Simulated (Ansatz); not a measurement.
Crystal: Li.

```
CELL_PARAMETERS angstrom
-1.75465 1.75465 1.75465
1.75465 -1.75465 1.75465
1.75465 1.75465 -1.75465
ATOMIC_POSITIONS crystal
Li 0.00000 0.00000 0.00000
```

| Item | Value |
| --- | --- |
| Program | Ansatz 0.2.0 |
| Task | relaxation of cell and atoms |
| Functional | PBE |
| Dispersion | D4 |
| Potentials or basis | Ansatz PAW |
| Cutoff | 420 eV (not typed: the program's choice for these potentials) |
| k mesh | 11 × 11 × 11 |
| Occupations | fermi-dirac, width 0.05 eV |
| Spin | no spin polarisation |

At the start: volume 21.61 Å³/atom.

How do energy, volume and symmetry change on relaxing?

It ends after 5 steps and the volume is 20.02 Å³/atom (-7.3 %); space group Im-3m (No. 229, to 0.05 Å).

Step by step:
```
step  energy change (eV)  largest force (eV/Å)  volume (Å³)
   1              0.0000                0.0000        21.61
   2             -0.0033                0.0000        20.92
   3             -0.0050                0.0000        19.93
   4             -0.0050                0.0000        20.02
   5             -0.0050                0.0000        20.02
```

Final structure:
```cif
data_structure
_symmetry_space_group_name_H-M 'P 1'
_symmetry_Int_Tables_number 1
_cell_length_a 2.9629
_cell_length_b 2.9629
_cell_length_c 2.9629
_cell_angle_alpha 109.471
_cell_angle_beta 109.471
_cell_angle_gamma 109.471
_cell_volume 20.02
loop_
_atom_site_label
_atom_site_type_symbol
_atom_site_fract_x
_atom_site_fract_y
_atom_site_fract_z
_atom_site_occupancy
Li1 Li 0.00000 0.00000 0.00000 1
```

The cell as given is a measured one (21.61 Å³/atom); PBE+D4 puts the equilibrium volume -7.3 % from it, thermal expansion not counted.

Caveat: the plane-wave basis is chosen anew once the cell has moved, so the energies of steps on either side of that aren't comparable.
